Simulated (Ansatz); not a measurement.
BeO:
```
CELL_PARAMETERS angstrom
      2.66035     0.00000     0.00000
     -1.33017     2.30393     0.00000
      0.00000     0.00000    13.01236
ATOMIC_POSITIONS crystal
  Be 0.00000 0.00000 0.99968
  Be 0.00000 0.00000 0.49968
  Be 0.66667 0.33333 0.83344
  Be 0.33333 0.66667 0.33344
  Be 0.66667 0.33333 0.16663
  Be 0.33333 0.66667 0.66663
  O  0.00000 0.00000 0.87459
  O  0.00000 0.00000 0.37459
  O  0.66667 0.33333 0.70807
  O  0.33333 0.66667 0.20807
  O  0.66667 0.33333 0.04129
  O  0.33333 0.66667 0.54129
```

Relaxed with DFT-LDA in the program Ansatz with PAW potentials. Indices refer to the conventional cell of P6_3mc, a = 2.6603 Å, b = 2.6603 Å, c = 13.0124 Å, α = 90.00°, β = 90.00°, γ = 120.00°.

Task: Simulate the powder diffraction pattern (Cu Kα1, λ = 1.54056 Å; lines above 1 %) up to 2θ = 90°.

Result: Simulated powder pattern, Cu Kα1, λ = 1.54056 Å (kinematic, ideal powder, no thermal factors, no anomalous dispersion; the 30 strongest lines at most, above 1 %, up to 2θ = 90°):

```tsv
2θ (°)	d (Å)	I/Imax (%)	hkl
39.70	2.269	57	(1 0 -1 1)
41.55	2.172	100	(1 0 -1 2)
41.61	2.169	67	(0006)
44.49	2.035	55	(1 0 -1 3)
48.37	1.880	19	(1 0 -1 4)
53.04	1.725	6.8	(1 0 -1 5)
64.34	1.447	9.8	(1 0 -1 7)
70.77	1.330	47	(1 1 -2 0)
70.86	1.329	23	(1 0 -1 8)
77.95	1.225	20	(1 0 -1 9)
84.33	1.147	3.9	(2 0 -2 1)
85.54	1.134	7.0	(2 0 -2 2)
85.58	1.134	28	(1 1 -2 6)
85.66	1.133	7.0	(1 0 -1 10)
87.55	1.113	3.5	(2 0 -2 3)
```

A made-up cell: these elements were put on the sites of a structure type. Its sites differ from those of the usual phase in this space group: another stacking or structure type. The LDA relaxation kept the symmetry of its start; phonons on a q-mesh show no instability.

Potentials: the later of the program's two PAW sets.
